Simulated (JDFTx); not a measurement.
**Pd: equation of state with PBEsol**

Crystal: Pd.

```xyz
1
Lattice="0.0000 1.9465 1.9465 1.9465 0.0000 1.9465 1.9465 1.9465 0.0000" Properties=species:S:1:pos:R:3 pbc="T T T"
Pd    0.0000    0.0000    0.0000
```

```json
{
 "Program": "JDFTx 1.7.0 (patched build)",
 "Task": "equation of state",
 "Functional": "PBEsol",
 "Potentials or basis": "PseudoDojo-SR-PBEsol-0.4.1-standard with smoothed tails",
 "Cutoff": "1116 eV",
 "Density cutoff": "4463 eV",
 "k mesh": "12 × 12 × 12",
 "Occupations": "fermi-dirac, width 0.05 eV",
 "Spin": "no spin polarisation",
 "Local potential set to -Z/r beyond": "6 bohr",
 "Bands": "15",
 "Density cutoff over wavefunction cutoff": "4",
 "Max SCF steps": "100",
 "SCF threshold on the energy": "1e-09 Ha",
 "Solver of the electrons": "scf"
}
```

| Property | Result |
| --- | --- |
| Equilibrium volume | 14.53 Å³/atom |
| Bulk modulus | 206 GPa |
| Pressure derivative of the bulk modulus | 5.6 |

Energy against volume, from the lowest point:
```csv
volume (Å³/atom),energy (meV/atom)
13.865,21.42
14.160,6.15
14.455,0.00
14.750,1.84
15.045,10.68
15.340,25.66
15.635,45.93
```

Caveat: this set's palladium file may shift the pressure by some GPa.
